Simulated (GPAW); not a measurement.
The system is MnO2.

```xyz
6
Lattice="4.4004 0.0000 0.0000 0.0000 4.4004 0.0000 0.0000 0.0000 2.8671" Properties=species:S:1:pos:R:3 pbc="T T T"
Mn    2.2002    2.2002    1.4335
Mn    0.0000    0.0000    0.0000
O     3.5420    0.8585    1.4335
O     3.0587    3.0587    0.0000
O     0.8585    3.5420    1.4335
O     1.3418    1.3418    0.0000
```

The cell is a database's computed one.

Program: GPAW 26.7.0. Alike in all runs: spin collinear, ferromagnetic start; cell as given; smearing fermi-dirac 0.05 eV.

**Question.** Order these runs on this cell by their pressure, lowest first.
A. level PBEsol; potentials or basis PAW data sets generated in the run's folder for this functional, pw; k mesh 4 × 4 × 6; cutoff (eV) 800; maxiter 150; band path GXMGZRAZ,XR,MA; band points 80; mesh quality coarse
B. level LDA; potentials or basis the program's PAW data sets (release 1.2.1) made for this functional, pw; k mesh 4 × 4 × 7; cutoff (eV) 600; maxiter 120; convergence default; mesh quality not flagged
C. level PBE; potentials or basis GPAW PAW data sets (gpaw-data 1.2.1), pw; k mesh 4 × 4 × 7; cutoff (eV) 600; maxiter 120; convergence default; mesh quality not flagged
D. level PBE; potentials or basis GPAW PAW data sets (gpaw-data 1.2.1), pw; k mesh 4 × 4 × 6; cutoff (eV) 800; maxiter 150; band path GXMGZRAZ,XR,MA; band points 80; mesh quality coarse
E. level LDA; potentials or basis the program's PAW data sets (release 1.2.1) made for this functional, pw; k mesh 4 × 4 × 6; cutoff (eV) 800; maxiter 150; band path GXMGZRAZ,XR,MA; band points 80; mesh quality coarse

**Answer.** B (-17.6 GPa), E (-11.0 GPa), A (0.1 GPa), C (3.3 GPa), D (9.8 GPa).

Caveats: some runs use coarse meshes; only a ferromagnetic start was run, and an antiferromagnetic order may lie lower in energy; the cutoff is short for stress and forces, so pressures can be off by a GPa or more (some runs); so large a pressure means that the cell lies far from this level's equilibrium, or that cutoff or potentials fall short (some runs).

Not every run made on this cell is shown here.
